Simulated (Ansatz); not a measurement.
# What strain does to CaO (zincblende)

CaO (zincblende), relaxed with r2SCAN in Ansatz. Space group F-43m (No. 216), cubic; a = 5.213 Å in the conventional setting, 17.71 Å³ an atom. Ca has 4 O at 2.26 Å; O has 4 Ca at 2.26 Å.

The axes x, y and z are those of this cell:
```
CELL_PARAMETERS angstrom
0.00000 2.60673 2.60673
2.60673 0.00000 2.60673
2.60673 2.60673 0.00000
ATOMIC_POSITIONS crystal
Ca 0.00000 0.00000 0.00000
O 0.25000 0.25000 0.25000
```

Unstrained: With PBE the valence top lies at W and the conduction bottom at Γ, 3.333 eV higher; the smallest vertical gap, at Γ, is 3.954 eV. The r2SCAN gap is indirect, 3.759 eV (W to Γ), below the direct gap of 4.375 eV at Γ. The HSE06 gap is indirect, 4.728 eV (X to Γ), below the direct gap of 5.346 eV at Γ. Meshes: PBE 8×8×8, r2SCAN 8×8×8, HSE06 6×6×6. Strains are changes of length per length, and xy shears are angles. After each strain the atoms were relaxed again with r2SCAN within the symmetry that the strain leaves, so tilts or polar shifts that break it weren't tested; points keep the names that they have in the unstrained zone. The calculation is spin-unpolarised, and the structure need not be a phase that has been made.

Changes of the least gap in eV (an overlap counts as a negative gap):
```
                                      strain  volume change (%)  space group     PBE  r2SCAN   HSE06  energy rise, r2SCAN (meV/atom)
          biaxial -0.87 % in x and y, z held               -1.7        I-4m2  +0.055  +0.055  +0.060                             1.4
                    uniaxial -0.65 % along x               -0.6        I-4m2  +0.019  +0.019  +0.020                             0.2
xy shear, engineering strain (angle) +5.38 %               -0.1         Imm2  -0.065  -0.067  -0.074                             6.1
```

Biaxial -0.87 % in x and y, z held. HSE06: the gap goes from 4.728 to 4.788 eV (+0.060 eV). Stress change with r2SCAN, compression positive: xx +1.53, yy +1.53, zz +1.41 GPa.

Uniaxial -0.65 % along x, other directions held. HSE06: the gap goes from 4.728 to 4.748 eV (+0.020 eV). Stress change with r2SCAN, compression positive: xx +0.60, yy +0.51, zz +0.51 GPa.

Xy shear, engineering strain (angle) +5.38 %. HSE06: the gap goes from 4.728 to 4.654 eV (-0.074 eV). Stress change with r2SCAN, compression positive: xx +0.01, yy +0.01, zz -0.22, xy -2.07 GPa.

The meshes of the hybrids are coarse, so their gaps aren't converged to the digits shown.
